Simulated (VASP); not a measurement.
Wanted: the native input for a VASP 6.6.1 run.

- Task: band structure
- Functional: HSE06
- Potentials or basis: VASP PAW PBE potentials, release 64 (Mg)
- Cutoff: 520 eV
- k mesh: 5 × 5 × 3
- Occupations: fermi-dirac, width 0.05 eV
- Spin: no spin polarisation
- Grid for exact exchange (PRECFOCK): Normal
- Screening parameter: 0.2 1/A
- Further INCAR settings: ALGO = Normal; EDIFF = 1e-06

Crystal: Mg.

```
Mg
1.0
     3.20930    0.00000    0.00000
    -1.60465    2.77934    0.00000
     0.00000    0.00000    5.21030
Mg
2
Direct
  0.66667 0.33333 0.75000
  0.33333 0.66667 0.25000
```

These files were run (other wordings do the same):

POSCAR

```
Mg
1.0
    3.2093000000      0.0000000000      0.0000000000
   -1.6046500000      2.7793353284      0.0000000000
    0.0000000000      0.0000000000      5.2103000000
Mg
2
Direct
    0.6666666667      0.3333333333      0.7500000000
    0.3333333333      0.6666666667      0.2500000000
```

INCAR.step1

```
ALGO = Normal
EDIFF = 1E-5
ENCUT = 520
GGA = PE
ISIF = 2
ISMEAR = -1
LASPH = T
LCHARG = F
LREAL = F
LWAVE = T
NELM = 80
PREC = Accurate
SIGMA = 0.05
```

INCAR.step2

```
ALGO = Normal
EDIFF = 1E-6
ENCUT = 520
GGA = PE
HFSCREEN = 0.2
ISIF = 2
ISMEAR = -1
ISTART = 1
LASPH = T
LCHARG = F
LHFCALC = T
LREAL = F
LWAVE = F
NELM = 80
PREC = Accurate
PRECFOCK = Normal
SIGMA = 0.05
```

KPOINTS

```
k-points
0
Gamma
  5 5 3
```

KPOINTS_OPT

```
path GMKGALHA,LM,KH
8
line-mode
reciprocal
 0.0000000000  0.0000000000  0.0000000000  G
 0.5000000000  0.0000000000  0.0000000000  M

 0.5000000000  0.0000000000  0.0000000000  M
 0.3333333333  0.3333333333  0.0000000000  K

 0.3333333333  0.3333333333  0.0000000000  K
 0.0000000000  0.0000000000  0.0000000000  G

 0.0000000000  0.0000000000  0.0000000000  G
 0.0000000000  0.0000000000  0.5000000000  A

 0.0000000000  0.0000000000  0.5000000000  A
 0.5000000000  0.0000000000  0.5000000000  L

 0.5000000000  0.0000000000  0.5000000000  L
 0.3333333333  0.3333333333  0.5000000000  H

 0.3333333333  0.3333333333  0.5000000000  H
 0.0000000000  0.0000000000  0.5000000000  A

 0.5000000000  0.0000000000  0.5000000000  L
 0.5000000000  0.0000000000  0.0000000000  M

 0.3333333333  0.3333333333  0.0000000000  K
 0.3333333333  0.3333333333  0.5000000000  H
```

Potentials or basis: VASP PAW PBE potentials, release 64 (Mg).

Launch:

```console
$ cat potpaw_PBE.64/Mg/POTCAR > POTCAR
$ cp INCAR.step1 INCAR
$ mpirun -np 1 vasp_std > vasp.out
$ cp INCAR.step2 INCAR
$ mpirun -np 1 vasp_std > vasp.out
```

Results of the run:

- Pressure: -0.7 GPa
- Band gap along the path: none (metal or under the smearing width)

Caveat: the k mesh is coarse (spacing up to 0.45 Å⁻¹), so the values aren't converged, least of all with exact exchange; the PAW data sets were made with another functional, which shifts forces and pressure a little.

Run time: 4.8 min on 1 thread of AMD EPYC 9R14 (Zen 4), with other jobs on the host, peak memory 0.24 GiB.
